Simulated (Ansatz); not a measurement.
**AlNi: biaxial strain in the a-b plane**

The task here is to estimate one member of a computed series from the others.

Computed with Ansatz 0.2.0 (DFT PBEsol, scalar-relativistic, plane waves, PAW, unless a step's input says otherwise).

2 further runs of the same task are left out: 2 set aside as unsound or not needed.

## Starting point

It takes space group Pm-3m (No. 221, cubic). The conventional cell has a = 2.862 Å, b = 2.862 Å, c = 2.862 Å, α = 90.00°, β = 90.00°, γ = 90.00°. Around Al (site symmetry m-3m) lie 8 Ni at 2.48 Å. Ni (site symmetry m-3m) is surrounded by 8 Al at 2.48 Å.

Structure file:

```
CELL_PARAMETERS angstrom
2.86235 0.00000 0.00000
0.00000 2.86235 0.00000
0.00000 0.00000 2.86235
ATOMIC_POSITIONS crystal
Al 0.50000 0.50000 0.50000
Ni 0.00000 0.00000 0.00000
```

It goes back to an entry of the Materials Project, which need not be the stable form.

It is the result of an earlier relaxation at this level (volume 11.73 Å³/atom; gap on the mesh: none (metal)).

The unstrained cell was computed beforehand with the same settings: E(σ→0) = -6330.8639 eV for 2 atoms, gap none (metal).

The first run:

Contents of input.yaml:

```yaml
crystal:
  lattice:
    - [2.8194159163, 0.0, 0.0]
    - [0.0, 2.8194159163, 0.0]
    - [0.0, 0.0, 2.8881123448]
  atoms:
    - { symbol: Al, position: [0.5, 0.5, 0.5] }
    - { symbol: Ni, position: [0.0, 0.0, 0.0] }
basis:
  ecutwfc: 420
kpoints:
  mp_grid: { grid: [18, 18, 18] }
hamiltonian:
  xc: pbesol
scf:
  occupations: { method: gaussian, width: 0.1 }
output:
  forces: true
  stress: true
  eigenvalues: true
relax:
  adjacent_minimum: "off"
  f_tol: 0.008
  max_steps: 40
  cell: { stress_tol: 0.015, fix: [a, b, gamma] }
```

Started as:

```
$ ansatz run input.yaml --threads 1 --pin off --max-ram 2560MiB --backend cpu --events-out ev --progress --plain --runs-dir out
```

Steps of the session up to this table: Strain -1.5 %; The cell strained by +1.5 %; The cell strained by -3.0 %; The cell strained by +3.0 %; At -4.5 %; The cell strained by +4.5 %.

One table of the session follows, with a row left open; its other results are not shown here.

Lengths are those of the vectors of the cell that was run; stresses in GPa:

| strain (%) | ΔE (meV/atom) | a (Å) | b (Å) | c (Å) |
| --- | --- | --- | --- | --- |
| -4.5 | 24.6 | 2.734 | 2.734 | 3.067 |
| -3.0 | 10.9 | 2.776 | 2.776 | 2.992 |
| -1.5 | 2.5 | 2.819 | 2.819 | 2.924 |
| +0.0 | 0.0 | 2.862 | 2.862 | 2.862 |
| +1.5 | 3.0 | 2.905 | 2.905 | 2.811 |
| +3.0 | ? | ? | ? | ? |
| +4.5 | 28.5 | 2.991 | 2.991 | 2.727 |

**Question.** Estimate the row for strain (%) = +3.0.

Worked estimate for «ΔE (meV/atom)». A straight line through the neighbours (1.5, 3.0) and (4.5, 28.5) gives 3.0 + (28.5 − 3.0) × (3.0 − 1.5) / (4.5 − 1.5) = 15.8; a parabola fitted to 3 rows on both sides gives 12.5.

As computed: ΔE (meV/atom): 12.8; a (Å): 2.948; b (Å): 2.948; c (Å): 2.767. In «ΔE (meV/atom)» the line misses by +3.0 and the parabola by -0.3.

ΔE is over the unstrained cell. Stress in GPa, positive in compression, on the Cartesian axes of the input. 

Limits of these values: The final runs have no spin polarisation, so no magnetic state was tried and one may lie lower.
